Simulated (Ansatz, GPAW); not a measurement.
Given: the input of a run of Ansatz 0.2.0 on CdF2. Atoms were shifted at random by some hundredths of an Å from the given cell, which wasn't relaxed again for these runs. 

File input.yaml:

```yaml
crystal:
  lattice:
    - [0.0, 2.694, 2.694]
    - [2.694, 0.0, 2.694]
    - [2.694, 2.694, 0.0]
  atoms:
    - { symbol: Cd, position: [0.001578, -0.000494, 0.010105] }
    - { symbol: F, position: [0.765215, 0.752663, 0.749149] }
    - { symbol: F, position: [0.274641, 0.237759, 0.237022] }
hamiltonian:
  xc: pbesol
  pseudopotentials: { kind: paw }
kpoints:
  mp_grid: { grid: [9, 9, 9] }
scf:
  occupations: { method: fermi_dirac, width: 0.05 }
output:
  forces: true
  stress: true
  eigenvalues: true
  write_density: true
  write_potential: true
  elf: true
  volumetric_format: npy
```

Potentials or basis: Ansatz PAW.

Run with:

```bash
$ ansatz run input.yaml --threads 1 --pin off --max-ram 3584MiB --backend cpu --events-out ev --progress --plain --runs-dir out
```

Problem. Translate it to GPAW 26.7.0 (ASE script). Potentials or basis there: PAW data sets generated for this functional, cutoff 800 eV.

Solution. As run (cutoffs and basis follow the program's own potentials, and thresholds, step limits or extra output files can differ):

run.py

```python
from ase import Atoms
from ase.dft.bandgap import bandgap
from ase.io import write
from ase.units import GPa
from ase.parallel import parprint
from gpaw import GPAW, PW, setup_paths

setup_paths.insert(0, '.')

atoms = Atoms(['Cd', 'F', 'F'],
              cell=[[0.0, 2.694, 2.694],
                    [2.694, 0.0, 2.694],
                    [2.694, 2.694, 0.0]],
              scaled_positions=[[0.001578, -0.000494, 0.010105],
                                [0.765215, 0.752663, 0.749149],
                                [0.274641, 0.237759, 0.237022]],
              pbc=True)

calc = GPAW(mode=PW(800),
            xc='PBEsol',
            kpts={'size': (9, 9, 9), 'gamma': True},
            occupations={'name': 'fermi-dirac', 'width': 0.05},
            nbands=24,
            convergence={'density': 1e-05, 'energy': 1e-05},
            maxiter=150,
            txt='gpaw.txt')
atoms.calc = calc
energy = atoms.get_potential_energy()
forces = atoms.get_forces()
stress = atoms.get_stress()
calc.write('gs.gpw')
write('result.traj', atoms)
parprint(f'Energy: {energy:.6f} eV')
parprint('Forces (eV/A):')
parprint(forces.round(4))
parprint('Stress (GPa):', (stress / GPa).round(3))
parprint('Fermi level:', round(calc.get_fermi_level(), 4), 'eV')
parprint(f'Gap: {bandgap(calc)[0]:.4f} eV, direct: {bandgap(calc, direct=True)[0]:.4f} eV')
```

Potentials or basis: PAW data sets generated in the run's folder for this functional, pw.

The run is started by

```sh
$ gpaw-setup -f PBEsol Cd F
$ OMP_NUM_THREADS=1 mpirun -n 4 gpaw python run.py
```

Both were run:

|  | Ansatz | GPAW |
| --- | --- | --- |
| Pressure | 0.1 GPa | -1.7 GPa |
| Largest force | 0.372 eV/Å | 0.371 eV/Å |

Ansatz's pressure holds a Pulay term of +0.70 GPa for its cutoff of 420 eV, which the other run lacks.

The potentials hold 34 and 26 valence electrons a cell.

Ansatz's potentials were made for PBE.

Where Ansatz's input types no cutoff or centring, it takes its own default and a Γ-centred mesh.

Pressure is positive in compression.
